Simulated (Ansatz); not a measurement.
`OCCO` + `[F][InH][SiH3]` → `O[CH2][In]([F])[SiH3]` + CH₃OH  (formal exchange of groups at a C–C bond)

Computed with Ansatz on PBE0-D4/def2-TZVP structures; ΔE is electronic, products minus reactants. CCSD(T)/CBS adds triple-zeta CCSD(T) − MP2 to the extrapolated MP2 energy (def2 sets, frozen cores). This one scheme is used for every species. DFT in def2-TZVPP. def2 core potentials past Kr. For In outer-core shells are correlated without core-valence functions, which leaves a few kJ/mol of doubt a bond. Each species was taken in one conformer, which may not be the lowest.

`OCCO`:

Z-matrix (Å, degrees):
```
C
C 1 1.511
O 1 1.405 2 111.3
H 1 1.094 2 110.1 3 119.3
H 1 1.103 2 109.4 3 -123.0
O 2 1.418 1 110.8 3 56.7
H 2 1.092 1 109.7 3 -59.7
H 2 1.098 1 110.6 3 -179.0
H 3 0.964 1 106.3 2 -41.9
H 6 0.961 2 108.4 1 72.1
```

`[F][InH][SiH3]`:

Z-matrix (Å, degrees):
```
Si
In 1 2.558
H 1 1.487 2 111.4
H 1 1.486 2 109.2 3 -120.4
H 1 1.486 2 109.1 3 120.4
F 2 1.968 1 109.2 3 179.5
H 2 1.714 1 141.4 3 -0.5
```

`O[CH2][In]([F])[SiH3]`:

Cartesian coordinates in Å:
```
O 1.252 0.133 2.329
C 1.676 0.541 1.046
In 0.201 0.338 -0.552
F 0.911 1.315 -2.119
Si -2.098 -0.650 -1.134
H 1.234 -0.826 2.363
H 2.610 0.059 0.737
H 1.882 1.612 1.104
H -3.062 0.456 -1.378
H -1.986 -1.478 -2.364
H -2.620 -1.502 -0.032
```

CH₃OH:

Z-matrix (Å, degrees):
```
C
O 1 1.409
H 1 1.097 2 112.4
H 1 1.090 2 107.0 3 -118.5
H 1 1.097 2 112.4 3 123.0
H 2 0.959 1 108.5 3 -61.6
```

| level | ΔE (eV) |
| --- | --- |
| B2PLYP | 0.19 |
| CCSD(T)/def2-TZVPP | 0.24 |

What does CCSD(T)/CBS give? (An estimate is asked.)

The calculation gave: +0.21 eV. The listed levels differ from it by -0.02, 0.03 eV.

Largest T1 diagnostic among the species: 0.016.

From PBE to PBE0 (25 % exact exchange), in def2-TZVPP and without D4, ΔE moves by +0.08 eV. In def2-TZVPP, CCSD(T) changes the Hartree–Fock value by −0.13 eV (the triples alone add −0.02 eV) and MP2 by −0.17 eV.

CCSD(T)/CBS has its own doubt, a few kJ/mol and more with outer-core shells, so smaller differences from it don't rank the levels.
